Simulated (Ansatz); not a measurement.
# Ag: under pressure

One table from this session's results is given with a row withheld; the runs are named, their logs left out.

This is Ag in the hcp structure; at room conditions it is fcc.

Computed with Ansatz 0.2.0 (DFT r2SCAN, scalar-relativistic, plane waves, PAW, unless a step's input says otherwise).

1 further run of the same task is left out (set aside as unsound or not needed).

## The structure to begin with

The structure is hexagonal, space group P6_3/mmc (No. 194). The conventional cell has a = 2.904 Å, b = 2.904 Å, c = 4.748 Å, α = 90.00°, β = 90.00°, γ = 120.00°. Ag (site symmetry -6m2) has 12 Ag at 2.90 to 2.91 Å in its first shell of neighbours.

Structure file:

```
CELL_PARAMETERS angstrom
2.90368 0.00000 0.00000
-1.45184 2.51466 0.00000
0.00000 0.00000 4.74754
ATOMIC_POSITIONS crystal
Ag 0.33333 0.66667 0.25000
Ag 0.66667 0.33333 0.75000
```

It goes back to an entry of the Materials Project, which need not be the stable form.

It is the result of an earlier relaxation at this level (volume 17.33 Å³/atom; gap on the mesh: none (metal)).

Set-up of the first run:

Contents of input.yaml:

```yaml
crystal:
  lattice:
    - [2.9131411829, 0.0, 0.0]
    - [-1.4565705915, 2.5228542692, 0.0]
    - [0.0, 0.0, 4.7630157342]
  atoms:
    - { symbol: Ag, position: [0.3333333333, 0.6666666667, 0.25] }
    - { symbol: Ag, position: [0.6666666667, 0.3333333333, 0.75] }
basis:
  ecutwfc: 500
kpoints:
  mp_grid: { grid: [18, 18, 10] }
hamiltonian:
  xc: r2scan
scf:
  occupations: { method: gaussian, width: 0.1 }
output:
  forces: true
  stress: true
  eigenvalues: true
  write_density: true
  write_potential: true
  elf: true
  volumetric_format: npy
relax:
  adjacent_minimum: "off"
  f_tol: 0.008
  max_steps: 50
  cell: { stress_tol: 0.08, p_target: -1.0 }
```

Run with:

```bash
$ ansatz run input.yaml --threads 1 --pin off --max-ram 2560MiB --backend cpu --events-out ev --progress --plain --runs-dir out
```

Among the steps run: -1 GPa; Target pressure 1 GPa; Relaxing at 4 GPa; 12 GPa; Target pressure 25 GPa; 50 GPa; 90 GPa.

One table of the session follows, with a row left open; its other results are not shown here.

Lengths are those of the vectors of the cell that was run:

| P (GPa) | V (Å³/atom) | a (Å) | b (Å) | c (Å) | ΔH (eV/atom) |
| --- | --- | --- | --- | --- | --- |
| -1 | 17.50 | 2.913 | 2.913 | 4.763 | -0.109 |
| 0 | 17.33 | 2.904 | 2.904 | 4.748 | 0.000 |
| 1 | 17.16 | 2.894 | 2.894 | 4.732 | 0.108 |
| 4 | 16.73 | 2.869 | 2.869 | 4.692 | 0.425 |
| 12 | ? | ? | ? | ? | ? |
| 25 | 14.82 | 2.756 | 2.756 | 4.505 | 2.478 |
| 50 | 13.57 | 2.677 | 2.677 | 4.373 | 4.684 |
| 90 | 12.35 | 2.594 | 2.594 | 4.239 | 7.907 |

Q: Estimate the row for P (GPa) = 12 from the others.

Worked estimate for «V (Å³/atom)». A straight line through the neighbours (4, 16.73) and (25, 14.82) gives 16.73 + (14.82 − 16.73) × (12 − 4) / (25 − 4) = 16.00; a parabola fitted to 4 rows on both sides gives 15.93.

The run gave: V (Å³/atom): 15.83; a (Å): 2.817; b (Å): 2.817; c (Å): 4.607; ΔH (eV/atom): 1.237. In «V (Å³/atom)» the line misses by +0.17 and the parabola by +0.10.

ΔH is E + PV over the energy at zero pressure; a, b and c are the vectors of the computed cell. 
